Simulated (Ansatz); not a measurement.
## Al: energy along a strain

Al, Fm-3m, a = 3.983 Å. Ansatz: PBE+D3(BJ), PAW, 420 eV, Γ-centred 26×26×26 mesh on 1 atom, Gaussian smearing 0.15 eV; no spin polarisation. Cell vectors (Å): 0.000 1.991 1.991; 1.991 0.000 1.991; 1.991 1.991 0.000. The cell is strained by x per cent times the pattern (0 0 0 0 0 1) in the order xx yy zz yz xz xy (engineering shears), with fractional coordinates held. y is the free energy over the start, V0 = 15.794 Å³/atom. Symmetry makes y even in x.

```
x (%) y (meV/atom)
-4.00          3.79
-2.00          1.01
 0.00          0.00
 0.50          0.07
 1.00             ?
 1.50          0.57
 2.50          1.57
 3.00          2.22
 3.50          2.96
```

Fit y = c2 x² + c4 x⁴ to the other rows, get the stiffness along the pattern, and predict the missing energy.

Least squares on the rows shown. y = 0.2588 x² − 0.001377 x⁴. The clamped-ion stiffness p·C·p = 2 × 2.588 eV × 160.2 / 15.794 Å³ = 53 GPa, which is C66 in these axes (C44 of the cubic crystal). At x = 1.00 the fit asked for gives 0.26 meV/atom. The run gave 0.26 meV/atom, the same to the digits shown.

The shear energy is almost harmonic, and the small negative quartic term indicates slight softening at larger strain. To first order the distortion preserves volume, lengthening one set of close-packed ⟨110⟩ neighbour contacts and shortening another. In a nearly-free-electron metal such as Al, the restoring force comes mainly from the electrostatic energy of the ion lattice, partly offset by the screening response of the conduction electrons.

The resulting 53 GPa is well above the accepted C44 of aluminium. Clamped ions cannot be the reason, since a one-atom primitive cell has no internal coordinate to relax. A likely contributor is the pairwise dispersion term, which is poorly suited to a metal with strong screening and probably overbinds the lattice, consistent with the short cell edge. Residual sampling error in the Fermi-surface contribution is another possibility. The close prediction of the missing energy therefore supports the smoothness of the curve, not the accuracy of the modulus. A single shear also leaves the elastic anisotropy undetermined.
